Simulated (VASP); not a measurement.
# HfC2 (I4/mmm) in VASP: single point with r2SCAN

Aim: the single point of HfC2 with r2SCAN.

Everything below comes from runs of VASP 6.6.1. Logs are shortened: lines on timing, memory, paths and dates and some standing lists are left out, and cuts for length are marked.

### Step 1. The crystal as given

It takes space group I4/mmm (No. 139, tetragonal). Conventional cell: a = 3.526 Å, b = 3.526 Å, c = 4.421 Å, α = 90.00°, β = 90.00°, γ = 90.00°. C (site symmetry -4m2) has 4 Hf at 2.08 Å and 2 C at 2.21 Å as nearest neighbours. Hf (site symmetry 4/mmm) has 8 C at 2.08 Å as nearest neighbours.

The cell was built by a generator and needn't be a form met in nature.

### Step 2. Single point, r2SCAN

Contents of POSCAR:

```
HfC2
1.0
   -1.7628750000      1.7628750000      2.2104360000
    1.7628750000     -1.7628750000      2.2104360000
    1.7628750000      1.7628750000     -2.2104360000
C Hf
2 1
Direct
    0.7500000000      0.2500000000      0.5000000000
    0.2500000000      0.7500000000      0.5000000000
    0.0000000000      0.0000000000      0.0000000000
```

Contents of INCAR.step1:

```
SYSTEM = HfC2
  ALGO = Normal
  EDIFF = 1E-4
  ENCUT = 520
  GGA = PE
  ISMEAR = -1
  LASPH = .TRUE.
  LCHARG = .FALSE.
  LREAL = .FALSE.
  LWAVE = .TRUE.
  NBANDS = 16
  NELM = 100
  PREC = Accurate
  SIGMA = 0.1
```

Contents of INCAR.step2:

```
SYSTEM = HfC2
  ALGO = Normal
  EDIFF = 1E-7
  ENCUT = 520
  ISIF = 2
  ISMEAR = -1
  ISTART = 1
  LASPH = .TRUE.
  LCHARG = .FALSE.
  LMIXTAU = .TRUE.
  LREAL = .FALSE.
  LWAVE = .FALSE.
  METAGGA = R2SCAN
  NBANDS = 16
  NELM = 100
  PREC = Accurate
  SIGMA = 0.1
```

Contents of KPOINTS:

```
k-points
0
G
  13 13 13
  0 0 0
```

Potentials or basis: VASP PAW PBE potentials, release 64 (C, Hf_pv).

On the command line:

```sh
> cat potpaw_PBE.64/C/POTCAR potpaw_PBE.64/Hf_pv/POTCAR > POTCAR
> cp INCAR.step1 INCAR
> mpirun -np 1 vasp_std > vasp.out
> cp INCAR.step2 INCAR
> mpirun -np 1 vasp_std > vasp.out
```

OUTCAR:

```text
SYSTEM = HfC2
   EDIFF = 1E-7
   ENCUT = 520
   ISIF = 2
   ISMEAR = -1
   ISTART = 1
   LASPH = .TRUE.
   LREAL = .FALSE.
   METAGGA = R2SCAN
   NELM = 100
   PREC = Accurate

 ion  position               nearest neighbor table
   1  0.750  0.250  0.500-   3 2.08   3 2.08   3 2.08   3 2.08
   2  0.250  0.750  0.500-   3 2.08   3 2.08   3 2.08   3 2.08
   3  0.000  0.000  0.000-   1 2.08   2 2.08   1 2.08   2 2.08   1 2.08   2 2.08   1 2.08   2 2.08

  LATTYP: Found a body centered tetragonal cell.
 ALAT       =     3.5257500000
 C/A-ratio  =     1.2538813019

  Lattice vectors:

 A1 = (  -1.7628750000,   1.7628750000,   2.2104360000)
 A2 = (   1.7628750000,  -1.7628750000,   2.2104360000)
 A3 = (   1.7628750000,   1.7628750000,  -2.2104360000)

Analysis of symmetry for initial positions (statically):
=====================================================================
 Subroutine PRICEL returns:
 Original cell was already a primitive cell.

 Routine SETGRP: Setting up the symmetry group for a
 body centered tetragonal supercell.

 Subroutine GETGRP returns: Found 16 space group operations
 (whereof 16 operations were pure point group operations)
 out of a pool of 16 trial point group operations.

The static configuration has the point symmetry D_4h.

Analysis of symmetry for dynamics (positions and initial velocities):
=====================================================================
 Subroutine PRICEL returns:
 Original cell was already a primitive cell.

 Routine SETGRP: Setting up the symmetry group for a
 body centered tetragonal supercell.

 Subroutine GETGRP returns: Found 16 space group operations
 (whereof 16 operations were pure point group operations)
 out of a pool of 16 trial point group operations.

The dynamic configuration has the point symmetry D_4h.

 Subroutine INISYM returns: Found 16 space group operations
 (whereof 16 operations are pure point group operations),
 and found     1 'primitive' translations

----------------------------------------------------------------------------------------

                                     Primitive cell

  volume of cell :      27.4777

  direct lattice vectors                    reciprocal lattice vectors
    -1.762875000  1.762875000  2.210436000     0.000000000  0.283627597  0.226199718
     1.762875000 -1.762875000  2.210436000     0.283627597  0.000000000  0.226199718
     1.762875000  1.762875000 -2.210436000     0.283627597  0.283627597  0.000000000

  length of vectors
     3.331888930  3.331888930  3.331888930     0.362782202  0.362782202  0.401109994

  position of ions in fractional coordinates (direct lattice)
     0.750000000  0.250000000  0.500000000
     0.250000000  0.750000000  0.500000000
     0.000000000  0.000000000  0.000000000

  ion indices of the primitive-cell ions
   primitive index   ion index
                 1           1
                 2           2
                 3           3

----------------------------------------------------------------------------------------

 KPOINTS: k-points

Automatic generation of k-mesh.
 Grid dimensions read from file:
 generate k-points for:   13   13   13

 Generating k-lattice:

  Cartesian coordinates                     Fractional coordinates (reciprocal lattice)
     0.000000000  0.021817507  0.017399978     0.076923077  0.000000000  0.000000000
     0.021817507  0.000000000  0.017399978     0.000000000  0.076923077  0.000000000
     0.021817507  0.021817507  0.000000000     0.000000000  0.000000000  0.076923077

  Length of vectors
     0.027906323  0.027906323  0.030854615

  Shift w.r.t. Gamma in fractional coordinates (k-lattice)
     0.000000000  0.000000000  0.000000000

 Subroutine IBZKPT returns following result:
 ===========================================

 Found    196 irreducible k-points:

 Following reciprocal coordinates:
            Coordinates               Weight
  0.000000  0.000000  0.000000      1.000000
  0.076923 -0.000000  0.000000      8.000000
  0.153846 -0.000000  0.000000      8.000000
  0.230769 -0.000000  0.000000      8.000000
  0.307692 -0.000000  0.000000      8.000000
  0.384615 -0.000000  0.000000      8.000000
[... 16 lines left out ...]
  0.384615  0.153846  0.000000     16.000000
  0.461538  0.153846  0.000000     16.000000
 [... further k-points ...]
   k-points           NKPTS =    196   k-points in BZ     NKDIM =    196   number of bands    NBANDS=     16
   number of dos      NEDOS =    301   number of ions     NIONS =      3
   total plane-waves  NPLWV =  21952
   dimension x,y,z NGX =    28 NGY =   28 NGZ =   28
   dimension x,y,z NGXF=    56 NGYF=   56 NGZF=   56
   ions per type =               2   1
   NGX,Y,Z   is equivalent  to a cutoff of  13.97, 13.97, 13.97 a.u.
   NGXF,Y,Z  is equivalent  to a cutoff of  27.94, 27.94, 27.94 a.u.
 SYSTEM =  HfC2
   PREC   = accura    normal or accurate (medium, high low for compatibility)
   ISTART =      1    job   : 0-new  1-cont  2-samecut
   ICHARG =      0    charge: 1-file 2-atom 10-const
   ISPIN  =      1    spin polarized calculation?
   LNONCOLLINEAR =      F non collinear calculations
   LSORBIT =      F    spin-orbit coupling
   LASPH  =      T    aspherical Exc in radial PAW
   ENCUT  =  520.0 eV  38.22 Ry    6.18 a.u.   6.20  6.20  6.20*2*pi/ulx,y,z
   NELM   =    100;   NELMIN=  2; NELMDL=  0     # of ELM steps
   EDIFF  = 0.1E-06   stopping-criterion for ELM
   LREAL  =      F    real-space projection
   EDIFFG = 0.1E-05   stopping-criterion for IOM
   NSW    =      0    number of steps for IOM
   IBRION =     -1    ionic relax: 0-MD 1-quasi-New 2-CG
   NFREE  =      0    steps in history (QN), initial steepest desc. (CG)
   ISIF   =      2    stress and relaxation
   ISYM   =      2    0-nonsym 1-usesym 2-fastsym
   POTIM  = 0.5000    time-step for ionic-motion
   TEBEG  =    0.0;   TEEND  =   0.0 temperature during run
   PSTRESS=    0.0 pullay stress
   NELECT =      18.0000    total number of electrons
   NUPDOWN=      -1.0000    fix difference up-down
   EMIN   =  10.00;   EMAX   =-10.00  energy-range for DOS
   EFERMI =   0.00;   METHOD = LEGACY
   ISMEAR =    -1;   SIGMA  =   0.10  broadening in eV -4-tet -1-fermi 0-gaus
   EFERMI_NEDOS =   21; number of points for ismear=-14 and -15
   IALGO  =     38    algorithm
   IMIX   =      4    mixing-type and parameters
     AMIX     =   0.40;   BMIX     =  1.00
     AMIX_MAG =   1.60;   BMIX_MAG =  1.00
  volume/ion in A,a.u.               =       9.16        61.81
  Fermi-wavevector in a.u.,A,eV,Ry     =   1.421801  2.686813 27.504405  2.021517
  Thomas-Fermi vector in A             =   2.542572
   LORBIT       =      0    0 simple, 1 ext, 2 COOP (PROOUT), +10 PAW based schemes
   METAGGA = R2SCAN    functional components
   LHFCALC =     F    Hartree Fock is set to
   AEXX    =    0.0000 exact exchange contribution
   IVDW    =     0    specifies the selected vdW correction
   LEPSILON=     F    determine dielectric tensor
   LRPA    =     F    only Hartree local field effects (RPA)
 non-spin polarized calculation
  energy-cutoff  :      520.00
  volume of cell :       27.48
 maximum number of plane-waves:       765
 NGX is ok and might be reduce to    28
   NGX = 13   NGY = 13   NGZ = 13

 number of electron      18.0000000 magnetization

 Free energy of the ion-electron system (eV)
  ---------------------------------------------------
  ext. energy  EPLUGINS =         0.00000000
  ---------------------------------------------------
  free energy    TOTEN  =       -59.53084313 eV

  energy without entropy =      -59.49002688  energy(sigma->0) =      -59.51043500

 E-fermi :   7.5872     XC(G=0): -13.9491

 val. band max:        7.5859606227   @ k =  -0.3077   0.3077   0.0769
 cond. band min:       7.5967512572   @ k =  -0.1538   0.3846   0.0769
 fundamental gap:      0.0107906345
 Fermi energy:         7.5872006613

 k-point     1 :       0.0000    0.0000    0.0000
  band No.  band energies     occupation
      1     -22.7957      2.00000
      2     -22.7957      2.00000
      3     -22.6766      2.00000
      4      -8.4505      2.00000
      5       0.5635      2.00000
      6       1.2814      2.00000
[... 8 lines left out ...]
     15      21.4128      0.00000
     16      21.6270      0.00000

 k-point     2 :       0.0769   -0.0000    0.0000
  band No.  band energies     occupation
      1     -22.8357      2.00000
      2     -22.8058      2.00000
      3     -22.6959      2.00000
      4      -8.2870      2.00000
      5      -0.1525      2.00000
      6       1.0372      2.00000
[... 8 lines left out ...]
     15      20.7368      0.00000
     16      21.4129      0.00000

 k-point     3 :       0.1538   -0.0000    0.0000
  band No.  band energies     occupation
      1     -22.9681      2.00000
      2     -22.8337      2.00000
      3     -22.7242      2.00000
      4      -7.8303      2.00000
      5      -1.1839      2.00000
      6       1.3156      2.00000
[... 8 lines left out ...]
     15      20.2882      0.00000
     16      20.9076      0.00000

 k-point     4 :       0.2308   -0.0000    0.0000
  band No.  band energies     occupation
      1     -23.1624      2.00000
      2     -22.8726      2.00000
      3     -22.7475      2.00000
      4      -7.1815      2.00000
      5      -1.9877      2.00000
      6       1.7650      2.00000
[... 8 lines left out ...]
     15      20.0072      0.00000
     16      20.4549      0.00000

 k-point     5 :       0.3077   -0.0000    0.0000
  band No.  band energies     occupation
      1     -23.3628      2.00000
      2     -22.9135      2.00000
      3     -22.7678      2.00000
      4      -6.5109      2.00000
      5      -2.4637      2.00000
      6       1.9646      2.00000
[... 8 lines left out ...]
     15      20.4131      0.00000
     16      20.4564      0.00000

 k-point     6 :       0.3846   -0.0000    0.0000
  band No.  band energies     occupation
      1     -23.5230      2.00000
      2     -22.9471      2.00000
      3     -22.7836      2.00000
      4      -6.0244      2.00000
      5      -2.5713      2.00000
      6       2.0307      2.00000
[... 8 lines left out ...]
     15      20.8466      0.00000
     16      21.0986      0.00000
[... 267 lines left out ...]
 k-point    21 :       0.2308    0.1538    0.0000
  band No.  band energies     occupation
      1     -23.3183      2.00000
      2     -23.0091      2.00000
      3     -22.7870      2.00000
      4      -6.1631      2.00000
      5      -2.9556      2.00000
      6       1.8686      2.00000
[... 8 lines left out ...]
     15      18.8788      0.00000
     16      20.9900      0.00000

 k-point    22 :       0.3077    0.1538    0.0000
  band No.  band energies     occupation
      1     -23.4493      2.00000
      2     -23.0593      2.00000
      3     -22.8127      2.00000
      4      -5.5510      2.00000
      5      -3.1103      2.00000
      6       1.8497      2.00000
[... 8 lines left out ...]
     15      19.5422      0.00000
     16      20.6640      0.00000

 k-point    23 :       0.3846    0.1538    0.0000
  band No.  band energies     occupation
      1     -23.5377      2.00000
      2     -23.0803      2.00000
      3     -22.8356      2.00000
      4      -5.2557      2.00000
      5      -2.9109      2.00000
      6       1.8078      2.00000
[... 8 lines left out ...]
     15      19.6027      0.00000
     16      20.7020      0.00000

 k-point    24 :       0.4615    0.1538    0.0000
  band No.  band energies     occupation
      1     -23.5643      2.00000
      2     -23.0695      2.00000
      3     -22.8510      2.00000
      4      -5.2341      2.00000
      5      -2.6661      2.00000
      6       1.7837      2.00000
[... 8 lines left out ...]
     15      18.7093      0.00000
     16      20.6286      0.00000

 [... further k-points ...]

------------------------ aborting loop because EDIFF is reached ----------------------------------------

  FORCE on cell =-STRESS in cart. coord.  units (eV):
  Direction    XX          YY          ZZ          XY          YZ          ZX
  --------------------------------------------------------------------------------------
  -------------------------------------------------------------------------------------
  Total       18.6063748     18.6063748     12.0441913      0.0000000     -0.0000000      0.0000000
  in kB     1084.9041549   1084.9041549    702.2750704      0.0000000     -0.0000000      0.0000000
  external PRESSURE =     957.3611268 kB  Pullay stress =       0.0000000 kB

 VOLUME and BASIS-vectors are now :
 -----------------------------------------------------------------------------
  energy-cutoff  :      520.00
  volume of cell :       27.48
      direct lattice vectors                 reciprocal lattice vectors
    -1.762875000  1.762875000  2.210436000     0.000000000  0.283627597  0.226199718
     1.762875000 -1.762875000  2.210436000     0.283627597  0.000000000  0.226199718
     1.762875000  1.762875000 -2.210436000     0.283627597  0.283627597  0.000000000

 POSITION                                       TOTAL-FORCE (eV/Angst)
 -----------------------------------------------------------------------------------
      0.00000      1.76287      1.10522         0.000000      0.000000     -0.000000
      1.76287      0.00000      1.10522         0.000000     -0.000000     -0.000000
      0.00000      0.00000      0.00000        -0.000000      0.000000      0.000000
 -----------------------------------------------------------------------------------
    total drift:                                0.000000     -0.000000      0.000000

  FREE ENERGIE OF THE ION-ELECTRON SYSTEM (eV)
  ---------------------------------------------------
  free  energy   TOTEN  =       -59.5308431251 eV

  energy  without entropy=      -59.4900268812  energy(sigma->0) =      -59.51043500
```

Wall time 4.3 min (1 thread of Intel Xeon Platinum 8488C (Sapphire Rapids), shared host); peak memory 0.23 GiB.

Results:

```yaml
Free_energy: -59.5308 eV
Pressure: 95.7 GPa
Band_gap_on_the_k_mesh: none (metal or under the smearing width)
```

Stress tensor (GPa, compression positive):
```
108.49   0.00   0.00
  0.00 108.49   0.00
  0.00   0.00  70.23
```

Caveat: a pressure of tens of GPa on the cell as given is suspect, and the run, the potentials or the cell itself is likely at fault; the PAW data sets were made with another functional, which shifts forces and pressure a little.
